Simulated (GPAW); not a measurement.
Write an ASE script for GPAW 26.7.0 that does the following.

```
Task                : single point
Functional          : RPBE
Potentials or basis : the program's PAW data sets (release 1.2.1) made for this functional
Cutoff              : 600 eV
Basis               : pw
k mesh              : 9 × 9 × 9
Occupations         : gaussian, width 0.1 eV
Spin                : no spin polarisation
Maxiter             : 150
```

The structure of Se lies in Se.xyz:

```xyz
1
Lattice="2.8105630200 0.0000000000 0.0000000000 0.0000000000 2.8105630200 0.0000000000 0.0000000000 0.0000000000 2.8105630200" Properties=species:S:1:pos:R:3 pbc="T T T"
Se     0.0000000000      0.0000000000      0.0000000000
```

This isn't the form of Se at room conditions, which is trigonal, of chains.

One way to write it, as run:

run.py

```python
from ase.dft.bandgap import bandgap
from ase.io import read, write
from ase.units import GPa
from gpaw import GPAW, PW

atoms = read('Se.xyz')

calc = GPAW(mode=PW(600),
            xc='RPBE',
            kpts={'size': (9, 9, 9), 'gamma': True},
            occupations={'name': 'methfessel-paxton', 'order': 0, 'width': 0.1},
            nbands=9,
            convergence={'density': 1e-05, 'energy': 1e-05},
            maxiter=150,
            txt='gpaw.txt')
atoms.calc = calc
energy = atoms.get_potential_energy()
forces = atoms.get_forces()
stress = atoms.get_stress()
calc.write('gs.gpw')
write('result.traj', atoms)
print(f'Energy: {energy:.6f} eV')
print('Forces (eV/A):')
print(forces.round(4))
print('Stress (GPa):', (stress / GPa).round(3))
print('Fermi level:', round(calc.get_fermi_level(), 4), 'eV')
print(f'Gap: {bandgap(calc)[0]:.4f} eV, direct: {bandgap(calc, direct=True)[0]:.4f} eV')
```

Potentials or basis: the program's PAW data sets (release 1.2.1) made for this functional, pw.

Run with:

```console
$ OMP_NUM_THREADS=1 python run.py
```

Results of the run:

```json
{"Pressure": "3.7 GPa", "Band gap on the k mesh": "none (metal or under the smearing width)"}
```

It took 2.9 s on 1 thread of Arm Neoverse V2, on a shared host, peak memory 0.12 GiB.
